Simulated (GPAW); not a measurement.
Write an ASE script for GPAW 26.7.0 that does the following.

```yaml
Task: dielectric tensor
Functional: LDA
Potentials_or_basis: the program's PAW data sets (release 1.2.1) made for this functional
Cutoff: 600 eV
Basis: pw
k_mesh: 6 × 6 × 5
Occupations: fermi-dirac, width 0.001 eV
Spin: no spin polarisation
Response_ecut: 80 eV
Maxiter: 150
Response_k_mesh: 12 × 12 × 10
Response_bands: 60
Kernels: "[\"RPA\", \"ALDA_X\", \"LR0.1\"]"
Coarser_k_mesh: 9 × 9 × 7
```

Crystal: SnO.

```
Sn O
1.0
     3.81370    0.00000    0.00000
     0.00000    3.81370    0.00000
     0.00000    0.00000    4.88691
Sn O
2 2
Direct
  0.50000 0.00000 0.76463
  0.00000 0.50000 0.23537
  0.00000 0.00000 0.00000
  0.50000 0.50000 0.00000
```

The cell is a database's computed one.

These files were run (other wordings do the same):

run.py

```python
import numpy as np
from ase import Atoms
from ase.dft.bandgap import bandgap
from ase.io import write
from gpaw import GPAW, PW
from gpaw.response.df import DielectricFunction

atoms = Atoms(['Sn', 'Sn', 'O', 'O'],
              cell=[[3.81369522, 0.0, 0.0],
                    [0.0, 3.81369522, 0.0],
                    [0.0, 0.0, 4.8869133]],
              scaled_positions=[[0.5, 0.0, 0.76462614],
                                [0.0, 0.5, 0.23537386],
                                [0.0, 0.0, 0.0],
                                [0.5, 0.5, 0.0]],
              pbc=True)

calc = GPAW(mode=PW(600),
            xc='LDA',
            kpts={'size': (6, 6, 5), 'gamma': True},
            occupations={'name': 'fermi-dirac', 'width': 0.001},
            nbands=33,
            convergence={'density': 1e-06},
            maxiter=150,
            txt='gpaw.txt')
atoms.calc = calc
energy = atoms.get_potential_energy()
calc.write('gs.gpw')
write('result.traj', atoms)
print(f'Energy: {energy:.6f} eV')
print('Fermi level:', round(calc.get_fermi_level(), 4), 'eV')
print(f'Gap: {bandgap(calc)[0]:.4f} eV, direct: {bandgap(calc, direct=True)[0]:.4f} eV')

for size in [(9, 9, 7), (12, 12, 10)]:
    name = 'x'.join(str(n) for n in size)
    dense = calc.fixed_density(kpts={'size': size, 'gamma': True},
                               nbands=66, convergence={'bands': 60, 'eigenstates': 1e-7},
                               update_fermi_level=True, txt=f'dense-{name}.txt')
    dense.write(f'{name}.gpw', mode='all')
    df = DielectricFunction(f'{name}.gpw', frequencies=np.array([0.0]), hilbert=False, eta=0.001,
                            ecut=80, nbands=60, intraband=False, txt=f'df-{name}.txt')
    for xc in ['RPA', 'ALDA_X', 'LR0.1']:
        for direction in ['x', 'y', 'z', [0, 1, 1], [1, 0, 1], [1, 1, 0]]:
            e0, e = df.get_macroscopic_dielectric_constant(xc=xc, direction=direction)
            print(f'{name} {xc} {direction}: {e0:.4f} without, {e:.4f} with local fields')
```

Potentials or basis: the program's PAW data sets (release 1.2.1) made for this functional, pw.

The run is started by

```console
$ OMP_NUM_THREADS=1 python run.py
```

Results of the run:

* Band gap on the k mesh: 0.23 eV, indirect (least direct gap 2.01 eV)
* Electronic dielectric tensor (diagonal): 7.62, 7.62, 6.87

Caveat: the gap is small at this level, which inflates the dielectric constant; the long-wavelength limit can be off by a per cent or two; spin-orbit coupling is left out, which moves the levels of the heavy elements.

It took 15 min on 1 thread of Arm Neoverse V2, with other jobs on the host, peak memory 1.9 GiB.
